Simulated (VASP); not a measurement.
# HfC, vacuum levels of a slab or layer: which settings are enough?

HfC, slab, 8 atoms in the cell. PBE; PAW potentials Hf_pv, C (PBE set). VASP 6.6.1.

Wanted: face levels within 0.04 eV; energy within 2 meV/atom; forces within 0.02 eV/Å.

Crystal: HfC, P6_3/mmc; Face: (0 0 1); Atomic planes: 8; Dipole correction: yes.

Face levels: vacuum level at each face, counted from the Fermi level.

POSCAR of the starting run:
```
HfC
1.0
    3.3125555583      0.0000000000      0.0000000000
   -1.6562777791      2.8687572649      0.0000000000
    0.0000000000      0.0000000000     24.2204209427
Hf C
4 4
Direct
    0.3333333300      0.6666666700      0.3096560550
    0.6666666700      0.3333333300      0.4184240236
    0.3333333300      0.6666666700      0.5271919921
    0.6666666700      0.3333333300      0.6359599607
    0.0000000000      0.0000000000      0.3640400393
    0.0000000000      0.0000000000      0.4728080079
    0.0000000000      0.0000000000      0.5815759764
    0.0000000000      0.0000000000      0.6903439450
```

The series start from vacuum (Å): 15; correction: LDIPOL, IDIPOL 3, DIPOL, AMIN 0.01; k spacing (1/Å): 0.3; Cutoff ENCUT (eV): 525; SCF threshold EDIFF (eV): 1e-6; PREC: Accurate; LREAL: .FALSE.; ALGO: Normal. Each series keeps the choices made before it, and each single choice may use up half of a tolerance.

## Vacuum (Å)

| Vacuum (Å) | Face levels, largest deviation (eV) | Energy less reference (meV/atom) | Forces, largest deviation (eV/Å) | SCF iterations | Time (s) |
|---|---|---|---|---|---|
| 6 | 0.535 | 4.3 | 0.056 | 36 | 31 |
| 8 | 0.098 | 0.6 | 0.007 | 29 | 33 |
| 10 | 0.015 | 0.2 | 0.003 | 30 | 32 |
| 12 | 0.011 | 0.1 | 0.001 | 35 | 41 |
| 15 | 0.002 | 0.1 | 0.000 | 39 | 63 |
| 20 | 0.001 | 0.0 | 0.001 | 47 | 80 |
| 25 (reference) | 0.000 | 0.0 | 0.000 | 50 | 97 |

Chosen: 10, the loosest value from which every tighter one stays within half of the tolerance.

## Correction

| Correction | Face levels, largest deviation (eV) | Energy less reference (meV/atom) | Forces, largest deviation (eV/Å) | SCF iterations | Time (s) |
|---|---|---|---|---|---|
| LDIPOL, IDIPOL 3, DIPOL, AMIN 0.01 | 0.000 | 0.0 | 0.000 | 30 | 32 |
| LDIPOL, default AMIN | 0.003 | 0.0 | 0.005 | 50 | 53 |
| LDIPOL, no DIPOL | no result | no result | no result | 150 | 172 |
| IDIPOL 3 alone (energy only) | 0.915 | 3.0 | 0.036 | 38 | 40 |
| kernel truncation, coarsened | 0.050 | -0.2 | 0.052 | 59 | 74 |
| kernel truncation, full padding | 0.000 | -0.2 | 0.016 | 52 | 66 |

Chosen: LDIPOL, IDIPOL 3, DIPOL, AMIN 0.01; no other choice that stays within half of the tolerance saves 30 % of the time.

## k spacing (1/Å)

| k spacing (1/Å) | Face levels, largest deviation (eV) | Energy less reference (meV/atom) | Forces, largest deviation (eV/Å) | SCF iterations | Time (s) |
|---|---|---|---|---|---|
| 0.6 | 0.142 | -14.1 | 0.260 | 30 | 19 |
| 0.45 | 0.194 | 10.9 | 0.131 | 31 | 25 |
| 0.3 | 0.067 | 1.7 | 0.050 | 30 | 32 |
| 0.22 | 0.010 | 0.6 | 0.036 | 27 | 35 |
| 0.16 (reference) | 0.000 | 0.0 | 0.000 | 31 | 52 |

Chosen: 0.16; the next looser run is off by more than half of the tolerance, so convergence isn't shown beyond this value.

## Cutoff ENCUT (eV)

| Cutoff ENCUT (eV) | Face levels, largest deviation (eV) | Energy less reference (meV/atom) | Forces, largest deviation (eV/Å) | SCF iterations | Time (s) |
|---|---|---|---|---|---|
| 320 | 0.004 | -1.2 | 0.041 | 31 | 21 |
| 400 | 0.001 | -0.6 | 0.004 | 30 | 29 |
| 460 | 0.001 | 0.9 | 0.002 | 29 | 32 |
| 525 | 0.001 | 1.5 | 0.004 | 31 | 52 |
| 600 | 0.001 | 1.1 | 0.004 | 31 | 62 |
| 725 (reference) | 0.000 | 0.0 | 0.000 | 29 | 86 |

Chosen: 725; the next looser run is off by more than half of the tolerance, so convergence isn't shown beyond this value.

## SCF threshold EDIFF (eV)

| SCF threshold EDIFF (eV) | Face levels, largest deviation (eV) | Energy less reference (meV/atom) | Forces, largest deviation (eV/Å) | SCF iterations | Time (s) |
|---|---|---|---|---|---|
| 0.001 | 0.874 | -0.2 | 0.342 | 17 | 52 |
| 0.0001 | 0.004 | 0.0 | 0.005 | 24 | 77 |
| 1e-5 | 0.003 | 0.0 | 0.005 | 26 | 89 |
| 1e-6 | 0.001 | 0.0 | 0.003 | 29 | 86 |
| 1e-7 (reference) | 0.000 | 0.0 | 0.000 | 33 | 107 |

Chosen: 0.0001.

## PREC

| PREC | Face levels, largest deviation (eV) | Energy less reference (meV/atom) | Forces, largest deviation (eV/Å) | SCF iterations | Time (s) |
|---|---|---|---|---|---|
| Accurate | 0.000 | 0.0 | 0.000 | 24 | 77 |
| Normal | 0.171 | 0.2 | 0.015 | 21 | 32 |

Chosen: Accurate.

## LREAL

| LREAL | Face levels, largest deviation (eV) | Energy less reference (meV/atom) | Forces, largest deviation (eV/Å) | SCF iterations | Time (s) |
|---|---|---|---|---|---|
| .FALSE. | 0.000 | 0.0 | 0.000 | 24 | 77 |
| Auto | 0.000 | -0.2 | 0.001 | 24 | 98 |

Chosen: .FALSE..

## ALGO

| ALGO | Face levels, largest deviation (eV) | Energy less reference (meV/atom) | Forces, largest deviation (eV/Å) | SCF iterations | Time (s) |
|---|---|---|---|---|---|
| Normal | 0.000 | 0.0 | 0.000 | 24 | 77 |
| Fast | 0.007 | 0.0 | 0.019 | 22 | 71 |
| All | 0.046 | 0.0 | 0.131 | 47 | 167 |

Chosen: Normal.

## All choices together

| Input | Face levels, largest deviation (eV) | Energy less reference (meV/atom) | Forces, largest deviation (eV/Å) | Time (s) |
|---|---|---|---|---|
| starting input without the dipole correction (naive) | 0.868 | 2.4 | 0.055 | 92 |
| chosen settings | 0.011 | 0.2 | 0.005 | 77 |
| reference settings throughout | 0.000 | 0.0 | 0.000 | 322 |

The chosen settings stay within the tolerance of the reference run, but the reference itself isn't shown to be converged in: k spacing (1/Å), Cutoff ENCUT (eV).

Values of the reference run: Face levels: 6.469, 4.538 eV.

## The input

INCAR:
```
PREC = Accurate ; ENCUT = 725
EDIFF = 1E-4 ; ISMEAR = 0
SIGMA = 0.1 ; LREAL = False
LASPH = True ; ALGO = Normal
NELM = 150 ; LWAVE = False
LCHARG = False ; GGA = PE
KPAR = 4 ; LVHAR = True
LVACPOTAV = True ; LDIPOL = True
IDIPOL = 3 ; DIPOL = 0.5 0.5 0.5
AMIN = 0.01
```

KPOINTS:
```
Automatic mesh
0
Gamma
  14 14 1
  0 0 0
```

POSCAR:
```
HfC
1.0
    3.3125555583      0.0000000000      0.0000000000
   -1.6562777791      2.8687572649      0.0000000000
    0.0000000000      0.0000000000     19.2204209427
Hf C
4 4
Direct
    0.3333333300      0.6666666700      0.2601399842
    0.6666666700      0.3333333300      0.3972028504
    0.3333333300      0.6666666700      0.5342657165
    0.6666666700      0.3333333300      0.6713285827
    0.0000000000      0.0000000000      0.3286714173
    0.0000000000      0.0000000000      0.4657342835
    0.0000000000      0.0000000000      0.6027971496
    0.0000000000      0.0000000000      0.7398600158
```

Commands:
```
cat potpaw_PBE.64/Hf_pv/POTCAR potpaw_PBE.64/C/POTCAR > POTCAR
mpirun -np 4 vasp_std > vasp.out
```

Limits: The program found no field-free region, so the vacuum level is rough; at EDIFF = 0.0001 other algorithms or programs end up to 6.5 times the tolerance apart, so this threshold passes by luck, and a tighter one is safer.

The chosen input took VASP 6.6.1 77 s on 4 cores (Intel Xeon 6975P-C (Granite Rapids)), a shared host.

## An input that fails: centre for the dipole put into the vacuum's far side

The electronic loop stops at its limit of 150 steps.

Changes against the starting input:
```
- DIPOL = 0.5 0.5 0.5
+ DIPOL = 0.5 0.5 0.0
```
